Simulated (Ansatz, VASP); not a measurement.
## One calculation of Be, two programs

```
Be
1.0
     2.29950    0.00000    0.00000
    -1.14975    1.99143    0.00000
     0.00000    0.00000    3.60090
Be
2
Direct
  0.33333 0.66667 0.25000
  0.66667 0.33333 0.75000
```

Alike in both runs: task electric field gradients; functional r2SCAN; k mesh 20 × 20 × 11; occupations fermi-dirac, width 0.05 eV; no spin polarisation.

```csv
,VASP,Ansatz
version,VASP 6.6.1,Ansatz 0.2.0
potentials or method,"VASP PAW PBE potentials, release 64 (Be)","PAW with Ansatz's default frozen-core files, scalar-relativistic"
plane-wave cutoff (eV),520,500
valence electrons in the cell,4,4
```

VASP gave:

- pressure (GPa): -4.6
- largest component of the traceless stress (GPa): 0.30
- Vzz of the field gradient on the site that differs most (V/Å²): -0.5

Q: What did Ansatz give for the same quantities?

A: Pressure (GPa): -4.8; largest component of the traceless stress (GPa): 0.24; Vzz of the field gradient on the site that differs most (V/Å²): -0.3.

Caveats: the PAW data sets were made with another functional, which shifts forces and pressure a little (VASP).
